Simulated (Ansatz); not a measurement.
**FeSi: experiment and calculation**

**The experiment to reproduce.**

“Observation of transition from semiconducting to metallic ground state in high-quality single crystalline FeSi”, 2018, arxiv:1804.02036 reports, for a bulk crystal of FeSi at 300 K: lattice constant a 4.486 ± 0.0005 Å.

The runs below are set against these values where they give the same quantity.

Level of theory: DFT PBE, scalar-relativistic, plane waves, PAW in Ansatz 0.2.0.

Plane waves to 420 eV, a k mesh through Γ of 8×8×8 on the computed 8-atom cell and Gaussian smearing (0.01 eV); no spin polarisation.

Relaxed structure, symmetry kept:

```xyz
8
Lattice="4.4480 0.0000 0.0000 0.0000 4.4480 0.0000 0.0000 0.0000 4.4480" Properties=species:S:1:pos:R:3 pbc="T T T"
Fe    0.6049    0.6049    0.6049
Fe    1.6191    3.8431    2.8289
Fe    2.8289    1.6191    3.8431
Fe    3.8431    2.8289    1.6191
Si    3.7396    3.7396    3.7396
Si    2.9325    0.7085    1.5155
Si    1.5155    2.9325    0.7085
Si    0.7085    1.5155    2.9325
```

```json
{
 "Space group": "P2_13 (No. 198)",
 "Volume per atom": "11.00 Å³",
 "Formation energy from the elements' standard states (uncorrected)": "-0.511 eV/atom",
 "Kohn–Sham band gap": "0.15 eV, indirect from (-0.078, -0.089, 0.286) to (0.000, 0.323, 0.214)",
 "Löwdin character of the top 1 eV of the valence band": "Fe 3d 92 %",
 "Löwdin character of the lowest 1 eV of the conduction band": "Fe 3d 87 %, Si 3p 9 % (semilocal functionals without a Hubbard U place empty 3d levels too low)",
 "Electron masses at the edge by Cartesian direction of the standard setting (m_e; degenerate bands sorted by energy; no spin-orbit coupling)": "x: 8.0; y: 1.7; z: 1.3",
 "Hole masses at the edge by Cartesian direction of the standard setting (m_e; degenerate bands sorted by energy; no spin-orbit coupling)": "x: 2.7; y: 2.7; z: 5.1",
 "Bulk modulus": "217 GPa",
 "Its pressure derivative": "4.8",
 "Electronic dielectric constant xx, yy, zz of the standard setting (independent particles)": "84.8, 84.8, 84.8",
 "Bader charges (e)": "Fe (4 in the cell) -0.30, Si (4 in the cell) 0.30"
}
```

A ferromagnetic start lost its moments in a first run, so spin was left out; other magnetic orders weren't tried.

Against the measured lattice constant a of FeSi, 4.486 Å (300 K; the paper above), the calculated 4.448 Å is off by -0.8 %. 4 values of this kind are on record (4.4845 to 4.495 Å); this one was drawn at random among those near their median, those with a stated uncertainty first. The calculation is for 0 K without zero-point motion.

Cost: 12 runs of about 27 core-minutes in all, on Arm Neoverse V1 (shared hosts).